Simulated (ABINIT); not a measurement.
Runs of ABINIT 10.8.3 (patched build) on AlN. It takes space group F-43m (No. 216, cubic). Conventional cell: a = 4.368 Å, b = 4.368 Å, c = 4.368 Å, α = 90.00°, β = 90.00°, γ = 90.00°. Al (site symmetry -43m) is surrounded by 4 N at 1.89 Å. N (site symmetry -43m) has 4 Al at 1.89 Å as nearest neighbours. Measurements of this composition are mostly on another form, of space group No. 186.

| task | level | potentials or basis | cutoff (eV) | fine-grid cutoff | gap on the mesh (eV) | pressure (GPa) | V0 of scaled cells (Å³/atom) | B0 (GPa) |
| --- | --- | --- | --- | --- | --- | --- | --- | --- |
| equation of state | PW91 | JTH PAW PBE v2.0 | 680 | 1278.94 eV | - | - | 10.66 | 195 |
| equation of state | HCTH407 | JTH PAW PBE v2.0 | 680 | 1278.94 eV | - | - | (b) | 193 |
| band structure | rPW86PBE | JTH PAW PBE v2.0 | 680 | 1278.94 eV | 3.59 | - | - | - |
| equation of state | PBE+D3(BJ) | JTH PAW PBE v2.0 | 680 | 1278.94 eV | - | - | 10.48 | 202 |
| band structure | LDA | PseudoDojo NC SR LDA v0.4 stringent | 1143 | - | 3.26 | (c) | - | - |
| band structure | SOGGA | JTH PAW PBE v2.0 | 680 | 1278.94 eV | (a) | - | - | - |
| band structure | LDA | JTH PAW LDA v2.0 | 680 | 1278.94 eV | 3.23 | - | - | - |
| band structure | SCAN | JTH PAW PBE v2.0 | 816 | 1414.99 eV | 3.89 | 3.5 | - | - |

Alike in all rows: no spin polarisation; cell as given; k mesh 10 × 10 × 10; smearing fermi-dirac 0.05 eV.

Question: Estimate the missing entries.

Answer: (a) 3.04; (b) 10.64; (c) -4.8.

Caveats: the PAW data sets were made with another functional, which shifts forces and pressure a little (some runs); pressures at fixed basis lie under the slope of the energies (some runs).

A k mesh can miss the band edges.
